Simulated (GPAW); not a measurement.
**CuO in GPAW: the effect of strain uniaxial x**

The system is CuO.

```xyz
6
Lattice="3.9113 0.0000 0.0000 0.0000 4.1609 0.0000 0.0000 0.0000 3.8876" Properties=species:S:1:pos:R:3 pbc="T T T"
Cu    1.9556    0.0000    1.9438
Cu    0.0000    2.0805    1.9438
Cu    0.0000    0.0000    0.0000
O     0.0000    0.0000    1.9438
O     1.9556    0.0000    0.0000
O     0.0000    2.0805    0.0000
```

The cell comes from a database or a generator and needn't be the stable form of this composition.

Alike in all runs:

| Property | Result |
| --- | --- |
| Program | GPAW 26.7.0 |
| Task | single point |
| Functional | PBE |
| Potentials or basis | GPAW PAW data sets (gpaw-data 1.2.1) |
| Cutoff | 800 eV |
| Basis | pw |
| k mesh | 4 × 4 × 5 |
| Occupations | fermi-dirac, width 0.05 eV |
| Spin | no spin polarisation |
| Maxiter | 150 |

```tsv
strain uniaxial x	pressure (GPa)
-0.06	13.2
-0.04	9.4
-0.02	6.2
-0.01	4.8
0	3.5
0.01	2.3
0.02	?
0.04	-0.6
0.06	-2.2
```

Q: What does the run with strain uniaxial x 0.02 give?

A: Pressure 1.3 GPa.

Worked out: A parabola through the other rows of the pressure, of slope -105 GPa per unit of strain uniaxial x there, gives 1.2 GPa, against the run's 1.3.

Caveats: all runs use coarse meshes; with this Cu data set, volumes or pressures lay over 1.5 % or 2 GPa off other programs in two to four cells of ten; the density grid can change from cell to cell, which puts small steps into energies and stress; an odd number of electrons without spin polarisation forces a metal; a magnetic or distorted state may lie lower; the run has no spin polarisation, though such a crystal can be magnetic.
